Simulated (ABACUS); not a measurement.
Runs of ABACUS 3.10.1 on Ge. The structure is cubic, space group Fd-3m (No. 227). Conventional cell: a = 5.658 Å, b = 5.658 Å, c = 5.658 Å, α = 90.00°, β = 90.00°, γ = 90.00°. Around Ge (site symmetry -43m) lie 4 Ge at 2.45 Å. 

```csv
task,level,potentials or basis,cell,k mesh,cutoff (eV),max steps of the relaxation,force threshold,optimiser,stress threshold,radial cutoff of the potentials (pseudo_rcut),gap on the mesh (eV),pressure (GPa),relaxed volume (Å³/atom)
relaxation of cell and atoms,LDA-PW92,"PseudoDojo NC SR 0.4.1 LDA standard, plane waves",relaxed,6 × 6 × 6,1075,60,0.02 eV/Å,cg,1 kbar,10 bohr,none,0.0,22.21
single point,MS2,"SG15 ONCV 1.2 PBE, plane waves",as given,5 × 5 × 5,1238,-,-,-,-,10 bohr,0.72,39.8,-
single point,WC,"SSSP 1.3 efficiency PBE, plane waves",as given,6 × 6 × 6,748,-,-,-,-,10 bohr,none,(c),-
relaxation of cell and atoms,BP86,"Ansatz NC PBE, plane waves",relaxed,6 × 6 × 6,1075,40,0.01 eV/Å,cg,0.5 kbar,10 bohr,none,0.0,24.07
relaxation of cell and atoms,SCAN,"SG15 ONCV 1.2 PBE, plane waves",relaxed,5 × 5 × 5,1238,60,0.02 eV/Å,cg,0.2 kbar,10 bohr,(a),0.0,21.75
single point,BLYP,"SPMS ONCV 1.0 PBE, plane waves",as given,6 × 6 × 6,1075,-,-,-,-,10 bohr,none,6.0,-
single point,revPBE,"PseudoDojo NC SR 0.5 PBE stringent, plane waves",as given,6 × 6 × 6,1687,-,-,-,-,7 bohr,0.16,5.1,-
single point,rPW86PBE,"Ansatz NC PBE, plane waves",as given,6 × 6 × 6,1075,-,-,-,-,10 bohr,none,(b),-
```

Alike in all rows: no spin polarisation; smearing fermi-dirac 0.05 eV.

Fill in the values left out.

(a) 0.49; (b) 6.3; (c) 0.9.

Caveats: the potentials were made for another functional, which shifts forces and pressure (some runs); this crystal is a semiconductor, whose small gap the functional closes, so the metal is an error of the method (some runs); an odd mesh through Γ misses points on the zone boundary, where band edges often lie (some runs); a pressure of tens of GPa on the cell as given is suspect, and the run, the potentials or the cell itself is likely at fault (some runs).

A k mesh can miss the band edges, and the runs leave out spin-orbit coupling on Ge.

A gap of «none» marks a metal or a gap under the smearing width.

Not every run made on this cell is shown here.
